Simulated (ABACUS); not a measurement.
Crystal: SrO.

```
Sr O
1.0
     0.00000    2.56630    2.56630
     2.56630    0.00000    2.56630
     2.56630    2.56630    0.00000
Sr O
1 1
Direct
  0.50000 0.50000 0.50000
  0.00000 0.00000 0.00000
```

* Program: ABACUS 3.10.1
* Task: relaxation of cell and atoms
* Functional: LDA
* Potentials or basis: PseudoDojo NC SR 0.4.1 LDA standard
* Cutoff: 1143 eV
* Density cutoff: 4572 eV
* Basis: plane waves
* k mesh: 7 × 7 × 7
* Occupations: fermi-dirac, width 0.05 eV
* Spin: no spin polarisation

At the start: pressure -4.0 GPa; volume 16.90 Å³/atom.

**Question.** Where does the relaxation end?

**Answer.** Over 3 steps the energy falls by 8.8 meV/atom and the volume is 16.22 Å³/atom (-4.1 %); space group Fm-3m (No. 225, to 0.05 Å).

The path:
```tsv
step	energy change (eV)	largest force (eV/Å)	pressure (GPa)	volume (Å³)
1	0.0000	0.0000	-3.99	33.80
2	-0.0123	0.0000	2.43	31.71
3	-0.0177	0.0000	-0.03	32.43
```

Final structure:
```
Sr O
1.0
     0.00000    2.53110    2.53110
     2.53110    0.00000    2.53110
     2.53110    2.53110    0.00000
Sr O
1 1
Cartesian
  2.5311 2.5311 2.5311
  0.0000 0.0000 0.0000
```
